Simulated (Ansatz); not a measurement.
LiH in the h-MgO-type structure, relaxed with r2SCAN in the PAW code Ansatz. It is hexagonal, P6_3/mmc (No. 194); a = 3.255 Å, c = 4.069 Å in the conventional setting, 9.33 Å³ an atom. Li has 5 H at 1.88–2.03 Å; H has 5 Li at 1.88–2.03 Å.

The axes x, y and z are those of this cell:
```xyz
4
Lattice="3.2548 0.0000 0.0000 -1.6274 2.8188 0.0000 0.0000 0.0000 4.0691" Properties=species:S:1:pos:R:3 pbc="T T T"
Li    0.0000    1.8792    1.0173
Li    1.6274    0.9396    3.0518
H     1.6274    0.9396    1.0173
H     0.0000    1.8792    3.0518
```

Unstrained: The PBE gap is indirect, 1.839 eV (Γ to K), below the direct gap of 3.075 eV at Γ. With r2SCAN the valence top lies at Γ and the conduction bottom at K, 2.345 eV higher; the smallest vertical gap, at Γ, is 3.656 eV. HSE06 gives an indirect gap of 2.739 eV, from Γ to K; the least direct gap is 4.054 eV at Γ. Meshes: PBE 12×12×6, r2SCAN 12×12×6, HSE06 6×6×4. Strains are changes of length per length. After each strain the atoms were relaxed again with r2SCAN within the symmetry that the strain leaves, so tilts or polar shifts that break it weren't tested; points keep the names that they have in the unstrained zone. These are computed values for a spin-unpolarised cell that may be hypothetical; none is a measurement.

(1) Estimate what isotropic -0.78 % on every length does to the gap.

(2) Apply uniaxial +5.48 % along z, other directions held. How far does the gap move, against the unstrained cell?

Answers

(1) PBE: the gap goes from 1.839 to 1.793 eV (-0.046 eV). r2SCAN: the gap goes from 2.345 to 2.303 eV (-0.042 eV). HSE06: the gap goes from 2.739 to 2.695 eV (-0.044 eV). The r2SCAN energy rises by 0.5 meV an atom.

(2) PBE: the gap goes from 1.839 to 2.325 eV (+0.486 eV). r2SCAN: the gap goes from 2.345 to 2.842 eV (+0.497 eV). HSE06: the gap goes from 2.739 to 3.252 eV (+0.513 eV). The r2SCAN energy rises by 4.9 meV an atom.

The meshes of the hybrids are coarse, so their gaps aren't converged to the digits shown.
